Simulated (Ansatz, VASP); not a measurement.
Pd in VASP and in Ansatz

The input POSCAR:

```
Pd
1.0
    0.0000000000      1.9449000000      1.8476550000
    1.9449000000      0.0000000000      1.8476550000
    1.9449000000      1.9449000000      0.0000000000
Pd
1
Direct
    0.0000000000      0.0000000000      0.0000000000
```

Contents of INCAR.step1:

```
  PREC = Accurate
  ENCUT = 520
  ISMEAR = 0
  SIGMA = 0.15
  LREAL = F
  LASPH = T
  NELM = 100
  NBANDS = 11
  GGA = PE
  ALGO = Normal
  EDIFF = 1E-4
  LWAVE = T
  LCHARG = F
```

File INCAR.step2:

```
  PREC = Accurate
  ENCUT = 520
  EDIFF = 1E-6
  ISMEAR = 0
  SIGMA = 0.15
  LREAL = F
  LASPH = T
  NELM = 100
  ALGO = Normal
  ISIF = 2
  LWAVE = F
  LCHARG = T
  METAGGA = R2SCAN
  LMIXTAU = T
  LELF = T
  LVHAR = T
  NBANDS = 11
  ISTART = 1
```

File KPOINTS:

```
Automatic mesh
0
Gamma
  20 20 20
```

Input for Ansatz:

```yaml
crystal:
  lattice:
    - [0.0, 1.9449, 1.847655]
    - [1.9449, 0.0, 1.847655]
    - [1.9449, 1.9449, 0.0]
  atoms:
    - { symbol: Pd, position: [0.0, 0.0, 0.0] }
basis:
  ecutwfc: 500
kpoints:
  mp_grid: { grid: [20, 20, 20] }
hamiltonian:
  xc: r2scan
scf:
  occupations: { method: gaussian, width: 0.15 }
output:
  forces: true
  stress: true
  eigenvalues: true
  write_density: true
  write_potential: true
  elf: true
  volumetric_format: npy
```

Change from the starting cell: strain +0.000 along x and y, -0.050 along z, atoms carried along.

Alike in both runs: task single point; functional r2SCAN; k mesh 20 × 20 × 20; occupations gaussian, width 0.15 eV; no spin polarisation.

```csv
,VASP,Ansatz
version,VASP 6.6.1,Ansatz 0.2.0
potentials or method,"VASP PAW PBE potentials, release 64 (Pd)","scalar-relativistic, plane waves, PAW"
plane-wave cutoff (eV),520,500
valence electrons in the cell,10,18
```

|  | VASP | Ansatz | Ansatz less VASP |
| --- | --- | --- | --- |
| gap on the k mesh at the Fermi level (eV) | none | none | - |
| pressure (GPa) | 15.7 | 14.7 | -1.04 |
| largest component of the traceless stress (GPa) | 1.45 | 1.40 | -0.054 |

A gap of «none» marks a metal or a gap that the smearing closes. The two sets of potentials don't hold the same shells in valence.

Caveats: so large a pressure means that the cell lies far from this level's equilibrium, or that cutoff or potentials fall short (VASP); the potentials were made for another functional, which shifts forces and pressure (VASP).
